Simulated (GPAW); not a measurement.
# Sb (P6_3/mmc) in GPAW: band structure with LDA

Aim: the band structure of Sb with LDA.

Program: GPAW 26.7.0. These are calculated values, not measurements. Logs are shortened: lines on timing, memory, paths and dates and some standing lists are left out, and cuts for length are marked. The log counts tension as positive stress, the text compression.

### 1 The cell of the first run

The structure is hexagonal, space group P6_3/mmc (No. 194). Conventional cell: a = 3.614 Å, b = 3.614 Å, c = 5.893 Å, α = 90.00°, β = 90.00°, γ = 120.00°. Around Sb (site symmetry -6m2) lie 12 Sb at 3.61 Å.

This isn't the form of Sb at room conditions, which is rhombohedral.

### 2 Band structure, LDA (volume scaled by 1.25)

Input file run.py:

```python
from ase import Atoms
from ase.dft.bandgap import bandgap
from ase.io import write
from ase.units import GPa
from gpaw import GPAW, PW

atoms = Atoms(['Sb', 'Sb'],
              cell=[[3.6135605057, 0.0, 0.0],
                    [-1.8067802529, 3.129435196, 0.0],
                    [0.0, 0.0, 5.8925519322]],
              scaled_positions=[[0.6666666667, 0.3333333333, 0.75],
                                [0.3333333333, 0.6666666667, 0.25]],
              pbc=True)

calc = GPAW(mode=PW(600),
            xc='LDA',
            kpts={'size': (9, 9, 5), 'gamma': True},
            occupations={'name': 'fermi-dirac', 'width': 0.02},
            nbands=25,
            convergence={'density': 1e-05, 'energy': 1e-05},
            maxiter=150,
            txt='gpaw.txt')
atoms.calc = calc
energy = atoms.get_potential_energy()
forces = atoms.get_forces()
stress = atoms.get_stress()
calc.write('gs.gpw')
write('result.traj', atoms)
print(f'Energy: {energy:.6f} eV')
print('Forces (eV/A):')
print(forces.round(4))
print('Stress (GPa):', (stress / GPa).round(3))
print('Fermi level:', round(calc.get_fermi_level(), 4), 'eV')
print(f'Gap: {bandgap(calc)[0]:.4f} eV, direct: {bandgap(calc, direct=True)[0]:.4f} eV')

path = atoms.cell.bandpath('GMKGALHA,LM,KH', npoints=100, eps=1e-4)
bs_calc = calc.fixed_density(kpts=path, symmetry='off', nbands=40,
                             convergence={'bands': 'CBM+6.0', 'eigenstates': 1e-6}, txt='bands.txt')
bs = bs_calc.band_structure()
bs.write('bs.json')
print(f'Gap on the path: {bandgap(bs_calc)[0]:.4f} eV')
```

Potentials or basis: the program's PAW data sets (release 1.2.1) made for this functional, pw.

On the command line:

```console
$ OMP_NUM_THREADS=1 python run.py
```

gpaw.txt:

```text
__  _  _
 | _ |_)|_||  |
 |__||  | ||/\| - 26.7.0

Input parameters:
  mode=PW(ecut=600.0),
  convergence={'density': 1e-05, 'energy': 1e-05},
  kpts=MonkhorstPack(size=(9, 9, 5), gamma=True),
  maxiter=150,
  nbands=25,
  occupations=Occupations(name='fermi-dirac', width=0.02),
  xc=XC(name='LDA')

Diagonalizing LCAO Hamiltonian
Converting LCAO to pw mode

           Sb

        Sb

Atoms  # Å, Bohr magnetons
|   | symbol |         x |        y |        z |    initial magnetic moments |
|---|--------|-----------|----------|----------|-----------------------------|
| 0 |     Sb |  1.806780 | 1.043145 | 4.419414 | ( 0.0000,  0.0000,  0.0000) |
| 1 |     Sb | -0.000000 | 2.086290 | 1.473138 | ( 0.0000,  0.0000,  0.0000) |

Unit cell  # Å
| periodic |         x |        y |        z |  lengths |     angles |
|----------|-----------|----------|----------|----------|------------|
|      yes |  3.613561 | 0.000000 | 0.000000 | 3.613561 |  90.000000 |
|      yes | -1.806780 | 3.129435 | 0.000000 | 3.613561 |  90.000000 |
|      yes |  0.000000 | 0.000000 | 5.892552 | 5.892552 | 120.000000 |

Number of symmetries: 12
Symmetry operations  # r_c * U_cc + t_c -> r_c
|    | kind |            matrix            |
|----|------|------------------------------|
|  0 |  σ   |  1, 1, 0,  0,-1, 0,  0, 0, 1 |
|  1 |  S6  |  1, 1, 0, -1, 0, 0,  0, 0,-1 |
|  2 |  E   |  1, 0, 0,  0, 1, 0,  0, 0, 1 |
|  3 |  C2  |  1, 0, 0, -1,-1, 0,  0, 0,-1 |
|  4 |  C2  |  0, 1, 0,  1, 0, 0,  0, 0,-1 |
|  5 |  C3  |  0, 1, 0, -1,-1, 0,  0, 0, 1 |
|  6 |  S6  |  0,-1, 0,  1, 1, 0,  0, 0,-1 |
|  7 |  σ   |  0,-1, 0, -1, 0, 0,  0, 0, 1 |
|  8 |  σ   | -1, 0, 0,  1, 1, 0,  0, 0, 1 |
|  9 |  i   | -1, 0, 0,  0,-1, 0,  0, 0,-1 |
| 10 |  C3  | -1,-1, 0,  1, 0, 0,  0, 0, 1 |
| 11 |  C2  | -1,-1, 0,  0, 1, 0,  0, 0,-1 |

BZ-sampling:
  Number of BZ points: 405
  Number of IBZ points: 50

  Monkhorst-Pack size: [9, 9, 5]
  Monkhorst-Pack shift: [0, 0, 0]

K-points  # in reciprocal-cell coordinates
|     |                                coordinates |     weight |
|-----|--------------------------------------------|------------|
|   0 | (  0.00000000,   0.00000000,   0.00000000) | 0.00246914 |
|   1 | (  0.00000000,   0.00000000,   0.20000000) | 0.00493827 |
|   2 | (  0.00000000,   0.00000000,   0.40000000) | 0.00493827 |
|   3 | (  0.11111111,   0.00000000,  -0.40000000) | 0.01481481 |
|   4 | (  0.11111111,   0.00000000,  -0.20000000) | 0.01481481 |
|   5 | (  0.11111111,   0.00000000,   0.00000000) | 0.01481481 |
|   6 | (  0.11111111,   0.00000000,   0.20000000) | 0.01481481 |
|   7 | (  0.11111111,   0.00000000,   0.40000000) | 0.01481481 |
|   8 | (  0.22222222,  -0.11111111,   0.00000000) | 0.01481481 |
|   9 | (  0.22222222,  -0.11111111,   0.20000000) | 0.02962963 |
| ... |                                            |            |
|  49 | (  0.44444444,   0.44444444,   0.40000000) | 0.02962963 |

Plane wave coefficients: 2249
Cutoff: 600.0 eV

Spin-components: 1 (collinear spins)
Bands:           25
Projectors:      12
Spin-degeneracy: 2
Datatype:        complex128

Parallelization:
  kpt:    1
  domain: 1
  band:   1

Density:
  Valence electrons: 30.0
  Components: 1
  Grid points: [21 21 35]
  Charge: 0.0  # |e|

Potential:
  Grid points: [21 21 35]

species:
  Sb:
    name:    Antimony
    Z:       51.0
    valence: 15
    core:    36
    charge:  0.0  # [|e|]
    compensation charges:
      type: gauss
      rc: 0.36  # [Å]
      lmax: 2
    cutoffs:
      filter: 2.23  # [Å]
      core: 2.23  # [Å]
    projectors
    | kind |    occ | energy [eV] | rcut [Å] |
    |------|--------|-------------|----------|
    |   5s |  2.000 |     -13.069 |    1.154 |
    |   5p |  3.000 |      -4.994 |    1.233 |
    |   4d | 10.000 |     -33.564 |    1.196 |
    |    s |        |      14.142 |    1.154 |
    |    p |        |      22.217 |    1.233 |
    |    d |        |      -6.353 |    1.196 |

    Using partial waves for Sb as LCAO basis

Reference energy: -352264.872612  # eV

eigensolver:
  PPCG
  Converge bands: occupied
  niter=2

density mixing:
  MSR1-Mixer
  Pratt-step length: 0.05
  Maximum mixing coefficient: 0.75
  Old densities: 10
  SVD Regularization: 0.005
  Good broyden scale: 1.0
  Trust region scale: 1.0
  Backstep threshold: 4.0
  History deletion threshold: 6.0
  Fourier metric: weight=20.0, sigma=0.015

occupation numbers:
  Fermi-Dirac:
    width: 0.0200  # eV

poisson solver:
  ecut: 4800.0  # eV

xc functional:
  name: None

convergence criteria:
- Maximum integral of absolute [dens]ity change: 1e-05 electrons / valence electron
- Maximum [total energy] change in last 3 cyles: 1e-05 eV / valence electron
- Maximum integral of absolute [eigenst]ate change: 4e-08 eV^2 / valence electron
maximum number of iterations: 150

SCF iterations
|iter     | |      energy | eigst |  dens |
|---------|-|-------------|-------|-------|
|iter:   1| |   -9.098313 | +0.30 |       |
|iter:   2| |   -9.097999 | -2.15 | -1.75 |
|iter:   3| |   -9.068860 | -2.49 | -1.77 |
|iter:   4| |   -9.068953 | -4.10 | -2.51 |
|iter:   5| |   -9.069012c| -5.13 | -2.91 |
|iter:   6| |   -9.069013c| -5.92 | -3.67 |
|iter:   7| |   -9.069012c| -6.84 | -4.18 |
|iter:   8| |   -9.069012c| -7.86c| -5.14c|

Converged in 8 steps
Energy contributions relative to reference atoms: (reference = -352264.872612)

Energy contributions:
  Kinetic:         -17.667760
  Coulomb:          13.293529
  Zero:              0.369022
  External:          0.000000
  Xc:               -5.061376
  Entropy:          -0.004854
  Spinorbit:         0.000000
  ----------------------------
  Free energy:      -9.071439
  Extrapolated:     -9.069012

dipole moment: (-0.000000, -0.000001, -0.000001)  # |e|*Ang

Fermi level: 5.277
Eigenvalues  # (at kpt = [0.000, 0.000, 0.000])
| band index |      eig [eV] | occ [0-2] |
|------------|---------------|-----------|
|          0 |       -23.748 |     2.000 |
|        ... |               |           |
|          5 |       -23.736 |     2.000 |
|          6 |       -23.735 |     2.000 |
|          7 |       -23.735 |     2.000 |
|          8 |       -23.713 |     2.000 |
|          9 |       -23.713 |     2.000 |
|         10 |        -6.109 |     2.000 |
|         11 |        -3.467 |     2.000 |
|         12 |         0.836 |     2.000 |
|         13 |         7.962 |     0.000 |
|         14 |         7.962 |     0.000 |
|         15 |         9.140 |     0.000 |
|         16 |         9.140 |     0.000 |
|         17 |         9.242 |     0.000 |
|         18 |        12.263 |     0.000 |
|         19 |        14.012 |     0.000 |
|         20 |        14.892 |     0.000 |
|        ... |               |           |
|         24 |        16.389 |     0.000 |

No gap
No difference between direct/indirect transitions

Forces  # eV/Ang
|       x |        y |        z |
|---------|----------|----------|
| 0.00000 | -0.00000 | -0.00001 |  # Sb   0
| 0.00000 |  0.00000 |  0.00001 |  # Sb   1

Stress tensor  # eV/Ang^3
|        x |         y |         z |
|----------|-----------|-----------|
| 0.065185 |  0.000000 |  0.000000 |
| 0.000000 |  0.065185 | -0.000000 |
| 0.000000 | -0.000000 |  0.066266 |

# Writing to gs.gpw (mode='')
```

It took 93 s on 1 thread of Intel Xeon Platinum 8488C (Sapphire Rapids), shared host; peak memory 0.4 GiB.

Results:

| Property | Result |
| --- | --- |
| Free energy | -9.0714 eV |
| Pressure | -10.5 GPa |
| Band gap along the path | none (metal or under the smearing width) |

Levels at the corners of the path, in eV from the Fermi level:
| point | band 11 | band 12 | band 13 | band 14 | band 15 | band 16 | band 17 | band 18 |
| --- | --- | --- | --- | --- | --- | --- | --- | --- |
| Γ | -11.39 | -8.74 | -4.44 | 2.68 | 2.68 | 3.86 | 3.86 | 3.97 |
| M | -8.84 | -7.86 | -3.64 | -2.43 | -1.62 | 0.24 | 0.38 | 2.73 |
| K | -8.04 | -8.04 | -3.30 | -1.80 | -1.80 | -0.68 | -0.42 | -0.42 |
| Γ | -11.39 | -8.74 | -4.44 | 2.68 | 2.68 | 3.86 | 3.86 | 3.97 |
| A | -10.43 | -10.43 | -0.76 | -0.76 | 3.25 | 3.25 | 3.25 | 3.25 |
| L | -8.29 | -8.29 | -4.06 | -4.06 | 1.31 | 1.31 | 1.32 | 1.32 |
| H | -7.92 | -7.92 | -3.21 | -3.21 | -2.32 | -2.32 | 2.29 | 2.29 |
| A | -10.43 | -10.43 | -0.76 | -0.76 | 3.25 | 3.25 | 3.25 | 3.25 |
| L | -8.29 | -8.29 | -4.06 | -4.06 | 1.31 | 1.31 | 1.32 | 1.32 |
| M | -8.84 | -7.86 | -3.64 | -2.43 | -1.62 | 0.24 | 0.38 | 2.73 |
| K | -8.04 | -8.04 | -3.30 | -1.80 | -1.80 | -0.68 | -0.42 | -0.42 |
| H | -7.92 | -7.92 | -3.21 | -3.21 | -2.32 | -2.32 | 2.29 | 2.29 |

Caveat: spin-orbit coupling is left out, which moves the levels of the heavy elements.
